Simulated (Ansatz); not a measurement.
# SnTe: the cost of one run

Program: Ansatz 0.2.0. Level of theory: DFT PBE, scalar-relativistic, plane waves, PAW. These are calculated values, not measurements.

## (1) Starting point

It takes space group Fm-3m (No. 225, cubic). The conventional cell has a = 6.313 Å, b = 6.313 Å, c = 6.313 Å, α = 90.00°, β = 90.00°, γ = 90.00°. Sn (site symmetry m-3m) has 6 Te at 3.16 Å in its first shell of neighbours. Around Te (site symmetry m-3m) lie 6 Sn at 3.16 Å.

As a file:

```
Sn Te
1.0
     0.00000    3.15650    3.15650
     3.15650    0.00000    3.15650
     3.15650    3.15650    0.00000
Sn Te
1 1
Cartesian
  0.0000 0.0000 0.0000
  3.1565 3.1565 3.1565
```

The cell is taken as given, not relaxed at this level.

## (2) Next: an energy map of one atom

Atom 2 (Te) is moved by p along (1.000, 0.000, 0.000) and q along (0.000, 1.000, 0.000) (Å), all else fixed; its images in the other cells move with it. Points alike by symmetry are run once.

## (3) p = -0.300, q = -0.300

input.yaml

```yaml
crystal:
  lattice:
    - [0.0, 3.1565, 3.1565]
    - [3.1565, 0.0, 3.1565]
    - [3.1565, 3.1565, 0.0]
  atoms:
    - { symbol: Sn, position: [0.0, 0.0, 0.0] }
    - { symbol: Te, position: [0.5, 0.5, 0.4049580231] }
basis:
  ecutwfc: 420
kpoints:
  mp_grid: { grid: [10, 10, 10] }
hamiltonian:
  xc: pbe
scf:
  occupations: { method: gaussian, width: 0.03 }
output:
  forces: true
  stress: true
  eigenvalues: true
```

Started as:

```bash
$ ansatz run input.yaml --threads 1 --pin off --max-ram 2560MiB --backend cpu --events-out ev --progress --plain --runs-dir out
```

What time and memory should one allow on 1 thread of Oxide Virtual Turin-like (Zen 5), shared host?

About 21 s, with a peak of 0.54 GiB.
